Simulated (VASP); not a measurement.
Wanted: the native input for a VASP 6.6.1 run.

```
Task                   : relaxation of cell and atoms
Functional             : PBE
Dispersion             : D3(BJ)
Potentials or basis    : VASP PAW PBE potentials, release 64 (Sn_d, S)
Cutoff                 : 600 eV
k mesh                 : 9 × 9 × 5
Occupations            : gaussian, width 0.03 eV
Spin                   : no spin polarisation
Further INCAR settings : ALGO = Normal; EDIFF = 1e-06; IBRION = 2; EDIFFG = -0.01; NSW = 90; ISIF = 3
```

The structure of SnS2 (Berndtite-2T) lies in POSCAR:

```
SnS2
1.0
    3.6390000000      0.0000000000      0.0000000000
   -1.8195000000      3.1514664444      0.0000000000
    0.0000000000      0.0000000000      5.8680000000
Sn S
1 2
Direct
    0.0000000000      0.0000000000      0.0000000000
    0.3333333333      0.6666666667      0.2500000000
    0.6666666667      0.3333333333      0.7500000000
```

One way to write it, as run:

INCAR

```
PREC = Accurate ; ENCUT = 600
EDIFF = 1E-6 ; ISMEAR = 0
SIGMA = 0.03 ; LREAL = F
LASPH = T ; NELM = 80
ALGO = Normal ; ISIF = 3
LWAVE = F ; LCHARG = F
GGA = PE ; IVDW = 12
IBRION = 2 ; NSW = 90
EDIFFG = -0.01 ; KPAR = 4
```

KPOINTS

```
regular mesh
0
Gamma
  9 9 5
```

Potentials or basis: VASP PAW PBE potentials, release 64 (Sn_d, S).

Run with:

```console
$ cat potpaw_PBE.64/Sn_d/POTCAR potpaw_PBE.64/S/POTCAR > POTCAR
$ mpirun -np 4 vasp_std > vasp.out
```

It gave:

- Relaxed volume: 22.57 Å³/atom
- Relaxed cell: a = 3.667 Å, b = 3.667 Å, c = 5.813 Å, α = 90.00°, β = 90.00°, γ = 120.00°
- Space group after relaxing (to 0.05 Å): P-3m1 (No. 164)
- Energy gained by relaxing: 3.1 meV/atom
- Ionic steps: 14
- Pressure after relaxing: 0.0 GPa
- Band gap on the k mesh: 1.31 eV, indirect (least direct gap 1.75 eV)
- Dispersion energy per atom: -0.328 eV

Caveat: spin-orbit coupling is left out, which moves the levels of the heavy elements; an odd mesh through Γ misses points on the zone boundary, where band edges often lie.

Wall time 81 s on 4 MPI ranks on AMD EPYC 9R45 (Zen 5), with other jobs on the host, peak memory 0.25 GiB a rank.
